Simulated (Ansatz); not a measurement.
CdS and the effect of the functional

```xyz
2
Lattice="0.0000 2.9165 2.9165 2.9165 0.0000 2.9165 2.9165 2.9165 0.0000" Properties=species:S:1:pos:R:3 pbc="T T T"
Cd    0.0000    0.0000    0.0000
S     4.3748    4.3748    4.3748
```

Kept alike: task single point; k mesh 6 × 6 × 6; occupations fermi-dirac, width 0.05 eV; no spin polarisation. Program: Ansatz, PAW datasets made for the crystal. Cutoffs run from 260 to 290 eV. The mesh is that of the run's cell of 2 atoms. No spin-orbit coupling.

| functional | band gap (eV) | pressure (GPa) |
| --- | --- | --- |
| HSE06 | 2.166 | 1.74 |
| PBE | 1.145 | 2.89 |
| PBE0 | 2.809 | 1.59 |

Pressure is positive in compression, with a Pulay correction for the finite cutoff. A gap read on the mesh alone can miss an edge between its points.

The band gap runs from 1.145 (PBE) to 2.809 eV (PBE0). From PBE: HSE06 +1.021; PBE0 +1.664. The pressure runs from 1.59 (PBE0) to 2.89 GPa (PBE). From PBE: HSE06 -1.15; PBE0 -1.30. A positive pressure means that the functional's own cell is larger than the one given, a negative one that it is smaller.

Exact exchange opens the gap of zinc-blende CdS strongly, from 1.145 eV in PBE to 2.166 eV in HSE06 and 2.809 eV in PBE0. The valence edge is mainly S 3p with some Cd 4d admixture, while the conduction edge has largely Cd 5s character. PBE probably places the 4d shell too high, which strengthens the p–d repulsion and pushes the valence edge up, adding to the usual semilocal underestimate of the gap. The two hybrids bracket the known experimental gap, as expected for a moderately screening semiconductor: PBE0 keeps the long-range exchange that HSE06 cuts off.

The pressure responds differently. It falls markedly from PBE to either hybrid but hardly changes between them, which suggests that short-range exchange governs the correction to the bonding, while the long-range part acts mainly on the gap. All three functionals still favour a larger cell than the one given. Since the gap of CdS normally narrows on expansion, relaxing each cell would probably lower all three gaps, that of PBE included.
